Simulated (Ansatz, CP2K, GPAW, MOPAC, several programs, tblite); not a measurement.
# What cheap methods get right for Li2Se

Aim: run Li2Se through methods of unlike cost and see what each gets, and at what price.

Computed with MOPAC, tblite, CP2K, GPAW, Ansatz (versions at each run) (no spin polarisation, static lattice; gaps from single points on the cell relaxed beforehand with r²SCAN, unless a step's input says otherwise).

**1. The starting structure**

It takes space group Fm-3m (No. 225, cubic). The conventional cell has a = 5.987 Å, b = 5.987 Å, c = 5.987 Å, α = 90.00°, β = 90.00°, γ = 90.00°. Li (site symmetry -43m) is surrounded by 4 Se at 2.59 Å. Se (site symmetry m-3m) is surrounded by 8 Li at 2.59 Å.

Structure file:

```xyz
3
Lattice="0.0000 2.9935 2.9935 2.9935 0.0000 2.9935 2.9935 2.9935 0.0000" Properties=species:S:1:pos:R:3 pbc="T T T"
Li    1.4967    1.4967    1.4967
Li    4.4902    4.4902    4.4902
Se    0.0000    0.0000    0.0000
```

**Question.** The methods are PM6, PM7, GFN1-xTB (tblite), GFN2-xTB (tblite), PBE/DZVP, PBE/single-zeta, PBE/SZV, coarse PBE, GLLB-SC, PBE, r2SCAN. What gap does r2SCAN give on this cell, and which other methods (full PBE left aside) come nearest to r2SCAN and farthest in gap, volume and bulk modulus?

| quantity | value |
| --- | --- |
| r2SCAN | gap 3.48 eV, 17.88 Å³/atom, B₀ 35 GPa |
| gap: nearest and farthest of the other methods | PBE/DZVP (-0.06 eV), GFN1-xTB (tblite) (-3.45 eV) |
| volume: nearest and farthest of the other methods | GFN1-xTB (tblite) (+2.0 %), PBE/SZV (+11.1 %) |
| bulk modulus: nearest and farthest of the other methods | GFN1-xTB (tblite), PBE/DZVP (about 3 % off); GFN2-xTB (tblite) (-52 %) |

What this shows: Among the 9 methods compared for the gap (full PBE left aside), PBE/DZVP is nearest to r2SCAN and GFN1-xTB (tblite) farthest. Among the 5 methods compared for the volume (full PBE left aside), GFN1-xTB (tblite) is nearest to r2SCAN and PBE/SZV farthest. For the bulk modulus (full PBE left aside), GFN1-xTB (tblite), PBE/DZVP tie for nearest to r2SCAN; GFN2-xTB (tblite) is farthest. A minimal basis or a coarse cutoff and mesh shifts results by its own error, so closeness to r2SCAN can be chance. Cluster runs see only the k-points that fold onto the zone centre, so their gaps can miss the band edges. GLLB-SC is compared with its derivative discontinuity added. No volume is given for PM6, PM7, PBE/single-zeta, which can hide a larger miss. CPU times run from 0.77 s (coarse PBE) to 34 s (PBE/DZVP). On this cell GFN1-xTB (tblite), GFN2-xTB (tblite), PBE/DZVP, PBE/SZV, GLLB-SC cost more than r2SCAN itself (5.1 s), so they are no saving here. r2SCAN is a yardstick, not the truth: it usually gives gaps below the measured ones.
